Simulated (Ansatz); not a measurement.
## B, alpha-rhombohedral (B12): geometry optimisation

Method: DFT, revPBE, plane waves (420 eV) with PAW, scalar-relativistic (Ansatz). The PAW files were generated under PBE, with cores re-solved for the functional.

k-point mesh 4×4×4, Fermi-Dirac smearing 0.05 eV, no spin polarisation. Cell and atoms relax.

Starting structure:

```yaml
crystal:
  lattice:
    - [2.4540015844, 1.4168184754, 4.189]
    - [-2.4540015844, 1.4168184754, 4.189]
    - [0.0, -2.8336369507, 4.189]
  atoms:
    - { symbol: B, position: [0.0104, 0.6573, 0.0104] }
    - { symbol: B, position: [0.0104, 0.0104, 0.6573] }
    - { symbol: B, position: [0.6573, 0.0104, 0.0104] }
    - { symbol: B, position: [0.9896, 0.3427, 0.9896] }
    - { symbol: B, position: [0.3427, 0.9896, 0.9896] }
    - { symbol: B, position: [0.9896, 0.9896, 0.3427] }
    - { symbol: B, position: [0.2206, 0.6323, 0.2206] }
    - { symbol: B, position: [0.2206, 0.2206, 0.6323] }
    - { symbol: B, position: [0.6323, 0.2206, 0.2206] }
    - { symbol: B, position: [0.7794, 0.3677, 0.7794] }
    - { symbol: B, position: [0.3677, 0.7794, 0.7794] }
    - { symbol: B, position: [0.7794, 0.7794, 0.3677] }
hamiltonian:
  xc: revpbe
  pseudopotentials:
    kind: paw
    azcp:
      B: "pseudopotentials/B.paw.azcp"
basis:
  ecutwfc: 420
  fft_grid_basis: typed
kpoints:
  mp_grid: { grid: [4, 4, 4], shift: [0, 0, 0] }
magnetization:
  spin_polarized: false
scf:
  occupations: { method: fermi_dirac, width: 0.05 }
relax:
  max_steps: 60
  f_tol: 0.01
  cell: {}
```

Question: What cell does the relaxation end in?

Answer: R-3m with a = 4.921 Å, c = 12.605 Å (c/a = 2.561); 7.34 Å³ per atom against 7.28 at the start (0.9 %).

Question: How much energy does the relaxation gain?

Answer: 5.0 meV per atom.

Path of the relaxation (the plane waves are chosen anew near the end, which can shift the energy a little):

```
step  E − E(final) (meV/atom)  V (Å³/atom)  P (GPa)  max force (eV/Å)
   0                     4.98        7.282     2.88             0.732
   1                     1.33        7.296     1.99             0.330
   2                     0.13        7.346    -0.01             0.011
   3                     0.12        7.344    -0.01             0.004
   4                     0.12        7.344     0.00             0.002
   5                     0.00        7.344     0.01             0.002
```
